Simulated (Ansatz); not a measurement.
# V3Si: the cost of one run

Computed with Ansatz 0.2.0 (DFT PBE, scalar-relativistic, plane waves, PAW, unless a step's input says otherwise).

1 further run of the same task is left out (set aside as unsound or not needed).

### 1 The system as given

Symmetry: Pm-3n, No. 223, cubic system. The conventional cell has a = 4.701 Å, b = 4.701 Å, c = 4.701 Å, α = 90.00°, β = 90.00°, γ = 90.00°. Around V (site symmetry -4m2) lie 2 V at 2.35 Å and 4 Si at 2.63 Å. Si (site symmetry m-3) has 12 V at 2.63 Å as nearest neighbours.

As a file:

```
V Si
1.0
     4.70099    0.00000    0.00000
     0.00000    4.70099    0.00000
     0.00000    0.00000    4.70099
V Si
6 2
Cartesian
  1.1752 0.0000 2.3505
  2.3505 3.5257 0.0000
  3.5257 0.0000 2.3505
  2.3505 1.1752 0.0000
  0.0000 2.3505 3.5257
  0.0000 2.3505 1.1752
  0.0000 0.0000 0.0000
  2.3505 2.3505 2.3505
```

It is the result of an earlier relaxation at this level (volume 12.99 Å³/atom; gap on the mesh: none (metal)).

### 2 Bulk reference on the slab's mesh

File input.yaml:

```yaml
crystal:
  lattice:
    - [4.7009907678, 0.0, 0.0]
    - [0.0, 4.7009907678, 0.0]
    - [0.0, 0.0, 4.7009907678]
  atoms:
    - { symbol: V, position: [0.0, 0.5, 0.25] }
    - { symbol: V, position: [0.25, 0.0, 0.5] }
    - { symbol: V, position: [0.0, 0.5, 0.75] }
    - { symbol: V, position: [0.75, 0.0, 0.5] }
    - { symbol: V, position: [0.5, 0.25, 0.0] }
    - { symbol: V, position: [0.5, 0.75, 0.0] }
    - { symbol: Si, position: [0.0, 0.0, 0.0] }
    - { symbol: Si, position: [0.5, 0.5, 0.5] }
basis:
  ecutwfc: 420
kpoints:
  mp_grid: { grid: [8, 8, 8] }
hamiltonian:
  xc: pbe
scf:
  occupations: { method: gaussian, width: 0.1 }
output:
  forces: true
  stress: true
  eigenvalues: true
```

Command:

```sh
$ ansatz run input.yaml --threads 2 --pin off --max-ram 5120MiB --backend cpu --events-out ev --progress --plain --runs-dir out
```

Q: Estimate wall time and peak memory on 2 threads of Arm Neoverse V1, shared host.

About 5.9 s, with a peak of 0.45 GiB.
